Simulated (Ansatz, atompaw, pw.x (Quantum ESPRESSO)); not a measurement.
## molybdenum: one change to the PAW (atompaw) potential, in the atom and in the fcc crystal

* Element: Mo
* Generator: atompaw 4.2.0.5
* Type: PAW
* Functional: PBE
* Relativity: scalar-relativistic
* Frozen core: [Ar] 3d10
* Valence charge: 14
* Reference configuration: 4s2 4p6 4d5 5s1 5p0
* Partial waves: 4s (bound): rc 2.05 bohr; 5s (bound): rc 1.75 bohr; 4p (bound): rc 2.10 bohr; 5p (bound, empty): rc 2.55 bohr; 4d (bound): rc 2.15 bohr; 4d channel at 0.2 Ry: rc 2.15 bohr
* Local potential: troulliermartins scheme with l = 3 at -0.5 Ry, radius 1.95 bohr
* Core correction: smooth core density matched at 1.60 bohr
* Augmentation charge: besselshape compensation charge, radius 2.10 bohr; PAW radius 2.55 bohr; waves and projectors: custom rrkj gramschmidtortho

Change: all radii scaled by about 1.26 (s 2.58, p 2.64, d 2.72 bohr); local potential troulliermartins scheme with l = 3 at -0.5 Ry, radius 2.46 bohr; augmentation besselshape compensation charge, radius 2.64 bohr; PAW radius 3.22 bohr; waves and projectors: custom rrkj gramschmidtortho; core correction smooth core density matched at 2.02 bohr.

Cutoffs, loose and tight: the cutoffs (Ry, on a coarse ladder) from which the occupation-weighted sum of valence levels, in a spherical-Bessel basis at the reference potential, stays within 10 and 1 mRy of its value at 400 Ry. They see the waves, projectors and local potential, not the compensation charge or the core.

Crystal test: fcc Mo in pw.x 7.5, no spin, 14³ k-points, Fermi–Dirac smearing 0.01 Ry, cutoffs set for each file from its atomic test. The reference is all-electron LAPW (Ansatz 0.2.0) with the same functional, mesh and smearing; V0 and B0 come from Birch–Murnaghan fits to the pressures at five volumes. Errors are pseudo minus all-electron; Δ is the rms difference of the E(V) curves that follow from these fits, minima aligned, over ±6 % about the mean V0. Mesh and smearing are coarse, so the numbers serve the comparison and aren't converged zero-temperature values; the lattice is a test structure that the element need not adopt.

All-electron: a0 = 4.005 Å (V0 = 16.06 Å³/atom), B0 = 235.3 GPa.

Task: Does the change bring the crystal closer to the all-electron result?

Result: The mean pressure error goes from -1.15 to -5.52 GPa, so the change moves the solid further from the all-electron pressures.

```csv
quantity,base,changed
outcome (atom),generated,generated
"cutoff, loose (atom)",25 Ry,18 Ry
"cutoff, tight (atom)",40 Ry,25 Ry
bound ghosts (atom),none,none
cutoffs in pw.x (Ry),50/500,40/400
a0 (Å),3.998,3.972
a0 error (%),-0.16,-0.81
B0 error (%),-0.1,-1.7
Δ (meV/atom),4.0,19.9
mean pressure error (GPa),-1.15,-5.52
```

Changed file: The largest radius (3.22 bohr) exceeds half the bond length (2.67 bohr), so the spheres overlap, which is one possible source of error among others. This is a poor potential for the solid. The logarithmic derivative shows an extra or strongly shifted pseudo pole above the reference energy (d near 0.78 Ry). The atomic cutoffs weigh occupied waves only.
